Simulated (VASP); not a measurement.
Write the native input for VASP 6.6.1 that does the following.

| Quantity | Value |
| --- | --- |
| Task | relaxation of cell and atoms |
| Functional | PBEsol |
| Dispersion | rVV10 |
| Potentials or basis | VASP PAW PBE potentials, release 64 (Mg, O) |
| Cutoff | 600 eV |
| k mesh | 6 × 6 × 6 |
| Occupations | fermi-dirac, width 0.05 eV |
| Spin | no spin polarisation |
| Further INCAR settings | ALGO = Normal; EDIFF = 1e-07; IBRION = 2; EDIFFG = -0.005; NSW = 40; ISIF = 3 |

The structure of MgO2 lies in POSCAR:

```
MgO2
1.0
    4.8286124700      0.0000000000      0.0000000000
    0.0000000000      4.8286124700      0.0000000000
    0.0000000000      0.0000000000      4.8286124700
Mg O
4 8
Direct
    0.0000000000      0.0000000000      0.0000000000
    0.5000000000      0.0000000000      0.5000000000
    0.5000000000      0.5000000000      0.0000000000
    0.0000000000      0.5000000000      0.5000000000
    0.5894244400      0.9105755600      0.0894244400
    0.9105755600      0.0894244400      0.5894244400
    0.0894244400      0.5894244400      0.9105755600
    0.4105755600      0.4105755600      0.4105755600
    0.5894244400      0.5894244400      0.5894244400
    0.9105755600      0.4105755600      0.0894244400
    0.0894244400      0.9105755600      0.4105755600
    0.4105755600      0.0894244400      0.9105755600
```

The cell is a database's computed one.

One way to write it, as run:

INCAR

```
PREC = Accurate
ENCUT = 600
EDIFF = 1E-7
ISMEAR = -1
SIGMA = 0.05
LREAL = False
LASPH = True
NELM = 60
ALGO = Normal
ISIF = 3
LWAVE = False
LCHARG = False
GGA = PS
LUSE_VDW = True
IVDW_NL = 2
BPARAM = 20.0
CPARAM = 0.0093
IBRION = 2
NSW = 40
EDIFFG = -0.005
```

KPOINTS

```
Automatic mesh
0
Gamma
  6 6 6
```

Potentials or basis: VASP PAW PBE potentials, release 64 (Mg, O).

The run is started by

```bash
$ cat potpaw_PBE.64/Mg/POTCAR potpaw_PBE.64/O/POTCAR > POTCAR
$ mpirun -np 1 vasp_std > vasp.out
```

It gave:

The relaxed volume is 9.37 Å³/atom, the relaxed cell is a = 4.826 Å, b = 4.826 Å, c = 4.826 Å, α = 90.00°, β = 90.00°, γ = 90.00° and the space group after relaxing (to 0.05 Å) is Pa-3 (No. 205). The energy gained by relaxing is 0.2 meV/atom. The ionic steps are 3, the pressure after relaxing is 0.1 GPa and the largest force after relaxing is 0.003 eV/Å. The band gap on the k mesh is 3.90 eV, indirect (least direct gap 4.03 eV).

Caveat: the PAW data sets were made with another functional, which shifts forces and pressure a little.

Run time: 6.5 min on 1 thread of Intel(R) Xeon(R) Platinum 8375C CPU @ 2.90GHz (Ice Lake) (shared host), peak memory 0.53 GiB.
